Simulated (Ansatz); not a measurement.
**Structures of PbS: which is lowest?**

Plane-wave DFT in Ansatz with scalar-relativistic PAW potentials, cutoff 500 eV, Γ-centred meshes chosen by cell and gap, Gaussian smearing with energies taken to zero width. Every cell was relaxed (cell and atoms) in a run of its own, within the symmetry of its start. Functional: r2SCAN.

Relaxed structures (starts from databases or built by putting these elements on another compound's sites):
A. R3m, 2 atoms in the computed cell, a = 4.225 Å, c = 10.356 Å; sites (symmetry × multiplicity) Pb 3m × 3, S 3m × 3; start: database
B. Cmcm, 4 atoms in the computed cell, a = 4.165 Å, b = 12.005 Å, c = 4.272 Å; sites (symmetry × multiplicity) Pb m2m × 4, S m2m × 4; start: database

Rank them by energy. Could pressure change the order?

| structure | group | E − E(lowest) (meV/atom) | V (Å³/atom) | gap on mesh (eV) |
| --- | --- | --- | --- | --- |
| A | R3m | 0.0 | 26.69 | 0.71 |
| B | Cmcm | 21.4 | 26.70 | 1.46 |

A is lowest, 21 meV/atom under B. The two lowest differ in volume by under 3 %, too little for a first-order estimate of what pressure does to that pair (other pairs aren't weighed here); with rigid cells even 3 % in favour of the higher one would need about 4 GPa. Other structures may lie lower than all of these, and vibrations aren't counted.

Spin-orbit coupling is left out, which matters for the bands of heavy elements. For Tl, Pb and Bi spin-orbit coupling shifts energies too.